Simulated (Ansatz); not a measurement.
# Indium, simple cubic under BLYP: from relaxation to bulk modulus, part 2 of 2

Aim: take indium in the simple cubic structure, relax it, solve it on a dense k-mesh, then scale the cell to 7 volumes from 88 to 112 % of the relaxed one and try a fit of the equation of state. Spin polarisation is left out. The k-meshes are 10×10×10 for the relaxation; 16×16×16 for the dense run; 16×16×16 for the volumes.

Ansatz 0.2.0; DFT, BLYP, plane waves (420 eV) with PAW, scalar-relativistic.

### 6 At 96 % of the relaxed volume

This is In in the simple cubic structure; at room conditions it is tetragonal.

input.yaml reads:

```yaml
crystal:
  lattice:
    - [3.1702429643, 0.0, 0.0]
    - [0.0, 3.1702429643, 0.0]
    - [0.0, 0.0, 3.1702429643]
  atoms:
    - { symbol: In, position: [0.0, 0.0, 0.0] }
hamiltonian:
  xc: blyp
  pseudopotentials:
    kind: paw
    azcp:
      In: "pseudopotentials/In.paw.azcp"
basis:
  ecutwfc: 420
  fft_grid_basis: typed
kpoints:
  mp_grid: { grid: [16, 16, 16], shift: [0, 0, 0] }
magnetization:
  spin_polarized: false
scf:
  occupations: { method: fermi_dirac, width: 0.1 }
output:
  stress: true
  write_density: true
  write_potential: true
  elf: true
  volumetric_format: npy
```

Output, cut to the lines that bear on the results:

```text
Warning: RAYON_NUM_THREADS=2 ignored (pool sized by the plan → 2); use --threads N
[...]
Pseudopotentials: kind: paw
Pseudopotential: In, paw, valence charge 13, recommended cutoff 420 eV (normal), <dir>
Functional definition: BLYP
[...]
Crystal: 1 atoms, lattice volume = 31.862 Å³
Basis set: ecut = 420 eV, 619 PW (Γ), exchange–correlation on 48×48×48 points (8 copies of the dense FFT grid, shifted against one another)
Bands: 11, of which v1, the nominal top of the filled ones, is band 7 counted from 1 (6 counted from 0)
Symmetry: 48 space group operations
Space group: Pm-3m (ITA 221), of the structure as read, at distance tolerance 3.2e-5 Å
k-points: 165 of 4096
[...]
SCF iter   1: F=—  HF=-5613.799882 eV  |F-HF|=—  |Δ(HF+E_count)|=         —  Δρ=5.31e-3  dr2=7.38e-3  ethr=1.77e-3  ⟨swp⟩=5.1  Hψ=10978  notcnv=0
[...]
SCF iter   7: F=-5613.798514 eV  HF=-5613.798514 eV  |F-HF|=2.44e-9  |Δ(HF+E_count)|=   1.18e-7  Δρ=3.70e-6  dr2=2.38e-9  ethr=7.69e-10  ⟨swp⟩=9.0  Hψ=12167  notcnv=0
[...]
SCF converged after 7 iterations
Free energy (F): -5613.798514 eV
[...]
E sigma→0 (E₀):  -5613.787221 eV
Entropy (-TS):   -0.022587 eV (-22.587 meV/atom)
Fermi energy:    8.092103 eV
[...]
--- Stress (GPa, compression-positive) ---
        0.984204      -0.000000      -0.000000
       -0.000000       0.984204       0.000000
        0.000000       0.000000       0.984204
  P = ⅓ Tr σ = 0.9842 GPa (9.842 kbar)
--- Band table (eV; the first three rows and the last of 165) ---
  k-point 0: bands = ["-6.7961", "-6.7961", "-6.2609", "-6.2609", "-6.2609", "-0.3776", "14.6547", "14.6547", "14.6547", "18.0335", "18.0335"]
[...]
```

Wall time 2.7 s (2 threads of an Arm CPU, shared host); peak memory 0.34 GiB.

### 7 At 100 % of the relaxed volume

input.yaml: that of step 6 with these lines changed.

```diff
@@ -2,5 +2,5 @@
   lattice:
-    - [3.1702429643, 0.0, 0.0]
-    - [0.0, 3.1702429643, 0.0]
-    - [0.0, 0.0, 3.1702429643]
+    - [3.2136763473, 0.0, 0.0]
+    - [0.0, 3.2136763473, 0.0]
+    - [0.0, 0.0, 3.2136763473]
   atoms:
@@ -24,5 +24 @@
   stress: true
-  write_density: true
-  write_potential: true
-  elf: true
-  volumetric_format: npy
```

Output, cut to the lines that bear on the results:

```text
Warning: RAYON_NUM_THREADS=2 ignored (pool sized by the plan → 2); use --threads N
[...]
[... 3 set-up lines as earlier in the session ...]
[...]
Crystal: 1 atoms, lattice volume = 33.190 Å³
Basis set: ecut = 420 eV, 619 PW (Γ), exchange–correlation on 48×48×48 points (8 copies of the dense FFT grid, shifted against one another)
Bands: 11, of which v1, the nominal top of the filled ones, is band 7 counted from 1 (6 counted from 0)
[... 2 set-up lines as earlier in the session ...]
k-points: 165 of 4096
[...]
SCF iter   1: F=—  HF=-5613.804197 eV  |F-HF|=—  |Δ(HF+E_count)|=         —  Δρ=5.18e-3  dr2=7.35e-3  ethr=1.77e-3  ⟨swp⟩=5.1  Hψ=11059  notcnv=0
[...]
SCF iter   7: F=-5613.802855 eV  HF=-5613.802855 eV  |F-HF|=4.08e-9  |Δ(HF+E_count)|=   1.91e-7  Δρ=4.72e-6  dr2=3.95e-9  ethr=7.69e-10  ⟨swp⟩=4.7  Hψ=5868  notcnv=0
[...]
SCF converged after 7 iterations
Free energy (F): -5613.802855 eV
[...]
E sigma→0 (E₀):  -5613.791048 eV
Entropy (-TS):   -0.023614 eV (-23.614 meV/atom)
Fermi energy:    7.644824 eV
[...]
--- Stress (GPa, compression-positive) ---
        0.099951      -0.000000       0.000000
       -0.000000       0.099951       0.000000
        0.000000       0.000000       0.099951
  P = ⅓ Tr σ = 0.1000 GPa (1.000 kbar)
```

Wall time 1.9 s (2 threads of an Arm CPU, shared host); peak memory 0.33 GiB.

### 8 At 104 % of the relaxed volume

input.yaml: that of step 7 with these lines changed.

```diff
@@ -2,5 +2,5 @@
   lattice:
-    - [3.2136763473, 0.0, 0.0]
-    - [0.0, 3.2136763473, 0.0]
-    - [0.0, 0.0, 3.2136763473]
+    - [3.2559664121, 0.0, 0.0]
+    - [0.0, 3.2559664121, 0.0]
+    - [0.0, 0.0, 3.2559664121]
   atoms:
```

Output, cut to the lines that bear on the results:

```text
Warning: RAYON_NUM_THREADS=2 ignored (pool sized by the plan → 2); use --threads N
[...]
[... 3 set-up lines as earlier in the session ...]
[...]
Crystal: 1 atoms, lattice volume = 34.518 Å³
Basis set: ecut = 420 eV, 691 PW (Γ), exchange–correlation on 48×48×48 points (8 copies of the dense FFT grid, shifted against one another)
Bands: 11, of which v1, the nominal top of the filled ones, is band 7 counted from 1 (6 counted from 0)
[... 1 set-up line as earlier in the session ...]
Space group: Pm-3m (ITA 221), of the structure as read, at distance tolerance 3.3e-5 Å
k-points: 165 of 4096
[...]
SCF iter   1: F=—  HF=-5613.801995 eV  |F-HF|=—  |Δ(HF+E_count)|=         —  Δρ=5.05e-3  dr2=7.19e-3  ethr=1.77e-3  ⟨swp⟩=5.1  Hψ=11082  notcnv=0
[...]
SCF iter   6: F=-5613.800683 eV  HF=-5613.800683 eV  |F-HF|=1.49e-8  |Δ(HF+E_count)|=   1.88e-7  Δρ=8.21e-6  dr2=4.19e-8  ethr=7.69e-10  ⟨swp⟩=4.8  Hψ=5948  notcnv=0
[...]
SCF converged after 6 iterations
Free energy (F): -5613.800683 eV
[...]
E sigma→0 (E₀):  -5613.788400 eV
Entropy (-TS):   -0.024567 eV (-24.567 meV/atom)
Fermi energy:    7.234781 eV
[...]
--- Stress (GPa, compression-positive) ---
       -0.595467       0.000000       0.000000
        0.000000      -0.595467       0.000000
        0.000000       0.000000      -0.595467
  P = ⅓ Tr σ = -0.5955 GPa (-5.955 kbar)
```

Run time: 2.5 s. Hardware: 2 threads of an Arm CPU, shared host; peak memory 0.33 GiB.

### 9 At 108 % of the relaxed volume

input.yaml: that of step 8 with these lines changed.

```diff
@@ -2,5 +2,5 @@
   lattice:
-    - [3.2559664121, 0.0, 0.0]
-    - [0.0, 3.2559664121, 0.0]
-    - [0.0, 0.0, 3.2559664121]
+    - [3.2971855525, 0.0, 0.0]
+    - [0.0, 3.2971855525, 0.0]
+    - [0.0, 0.0, 3.2971855525]
   atoms:
@@ -24 +24,5 @@
   stress: true
+  write_density: true
+  write_potential: true
+  elf: true
+  volumetric_format: npy
```

Output, cut to the lines that bear on the results:

```text
Warning: RAYON_NUM_THREADS=2 ignored (pool sized by the plan → 2); use --threads N
[...]
[... 3 set-up lines as earlier in the session ...]
[...]
Crystal: 1 atoms, lattice volume = 35.845 Å³
Basis set: ecut = 420 eV, 739 PW (Γ), exchange–correlation on 48×48×48 points (8 copies of the dense FFT grid, shifted against one another)
Bands: 11, of which v1, the nominal top of the filled ones, is band 7 counted from 1 (6 counted from 0)
[... 2 set-up lines as earlier in the session ...]
k-points: 165 of 4096
[...]
SCF iter   1: F=—  HF=-5613.794766 eV  |F-HF|=—  |Δ(HF+E_count)|=         —  Δρ=4.90e-3  dr2=6.98e-3  ethr=1.77e-3  ⟨swp⟩=5.1  Hψ=11147  notcnv=0
[...]
SCF iter   7: F=-5613.793454 eV  HF=-5613.793454 eV  |F-HF|=6.29e-9  |Δ(HF+E_count)|=   2.09e-7  Δρ=5.54e-6  dr2=5.94e-9  ethr=7.69e-10  ⟨swp⟩=9.2  Hψ=12212  notcnv=0
[...]
SCF converged after 7 iterations
Free energy (F): -5613.793454 eV
[...]
E sigma→0 (E₀):  -5613.780697 eV
Entropy (-TS):   -0.025514 eV (-25.514 meV/atom)
Fermi energy:    6.857072 eV
[...]
--- Stress (GPa, compression-positive) ---
       -1.127305       0.000000       0.000000
        0.000000      -1.127305       0.000000
        0.000000       0.000000      -1.127305
  P = ⅓ Tr σ = -1.1273 GPa (-11.273 kbar)
--- Band table (eV; the first three rows and the last of 165) ---
  k-point 0: bands = ["-7.9278", "-7.9278", "-7.5368", "-7.5368", "-7.5368", "-1.0575", "12.8226", "12.8226", "12.8226", "16.1275", "16.1275"]
[...]
```

It took 3.2 s on 2 threads of an Arm CPU, shared host; peak memory 0.34 GiB.

### 10 At 112 % of the relaxed volume

input.yaml: that of step 9 with these lines changed.

```diff
@@ -2,5 +2,5 @@
   lattice:
-    - [3.2971855525, 0.0, 0.0]
-    - [0.0, 3.2971855525, 0.0]
-    - [0.0, 0.0, 3.2971855525]
+    - [3.3373990957, 0.0, 0.0]
+    - [0.0, 3.3373990957, 0.0]
+    - [0.0, 0.0, 3.3373990957]
   atoms:
@@ -24,5 +24 @@
   stress: true
-  write_density: true
-  write_potential: true
-  elf: true
-  volumetric_format: npy
```

Output, cut to the lines that bear on the results:

```text
Warning: RAYON_NUM_THREADS=2 ignored (pool sized by the plan → 2); use --threads N
[...]
[... 3 set-up lines as earlier in the session ...]
[...]
Crystal: 1 atoms, lattice volume = 37.173 Å³
Basis set: ecut = 420 eV, 739 PW (Γ), exchange–correlation on 48×48×48 points (8 copies of the dense FFT grid, shifted against one another)
Bands: 11, of which v1, the nominal top of the filled ones, is band 7 counted from 1 (6 counted from 0)
[... 2 set-up lines as earlier in the session ...]
k-points: 165 of 4096
[...]
SCF iter   1: F=—  HF=-5613.783602 eV  |F-HF|=—  |Δ(HF+E_count)|=         —  Δρ=4.79e-3  dr2=6.71e-3  ethr=1.77e-3  ⟨swp⟩=5.1  Hψ=11086  notcnv=0
[...]
SCF iter   7: F=-5613.782275 eV  HF=-5613.782275 eV  |F-HF|=5.93e-9  |Δ(HF+E_count)|=   6.84e-8  Δρ=4.00e-6  dr2=6.09e-9  ethr=7.69e-10  ⟨swp⟩=4.0  Hψ=5687  notcnv=0
[...]
SCF converged after 7 iterations
Free energy (F): -5613.782275 eV
[...]
E sigma→0 (E₀):  -5613.769078 eV
Entropy (-TS):   -0.026393 eV (-26.393 meV/atom)
Fermi energy:    6.508405 eV
[...]
--- Stress (GPa, compression-positive) ---
       -1.556621       0.000000      -0.000000
       -0.000000      -1.556621       0.000000
        0.000000       0.000000      -1.556621
  P = ⅓ Tr σ = -1.5566 GPa (-15.566 kbar)
```

It took 2.3 s on 2 threads of an Arm CPU, shared host; peak memory 0.34 GiB.

### 11 The equation of state

The cell was scaled evenly, with its shape and the fractional positions fixed.

```
V (Å³/atom)  E − E₀ (meV/atom)  P from the stress (GPa)  P from the fit (GPa)
     29.207               39.1                     3.65                  3.55
     30.535               16.0                     2.14                  2.07
     31.862                3.9                     0.98                  0.92
     33.190                0.0                     0.10                  0.04
     34.518                2.7                    -0.60                 -0.65
     35.845               10.4                    -1.13                 -1.18
     37.173               22.0                    -1.56                 -1.59
```

A third-order Birch-Murnaghan fit gives V₀ = 33.250 Å³/atom, B₀ = 19.3 GPa and B₀′ = 5.4; it misses no point by more than 0.04 meV/atom.

Fit and stress differ a little: one follows E(σ → 0), the other the smeared free energy.

### 12 Summary of results

The summary covers parts 1 to 2.

| quantity | value |
| --- | --- |
| space group (spins left aside) | Pm-3m (No. 221) |
| conventional cell | a = 3.214 Å |
| volume | 33.190 Å³/atom |
| shortest distance | 3.214 Å |
| gap on the mesh | none (levels filled in part) |
| relative to body-centred tetragonal | +17 meV/atom |
| V₀, B₀, B₀′ | 33.250 Å³/atom, 19.3 GPa, 5.4 |

In words: From the guessed start the volume grew by 17.5 % in 5 steps. Against the reference form of indium (body-centred tetragonal, computed apart with the same settings) it stands 17 meV/atom higher. Levels at the Fermi energy are filled in part, as in a metal. B₀ comes out at 19.3 GPa, a soft solid. Relaxation kept the symmetry; phonons were not checked.
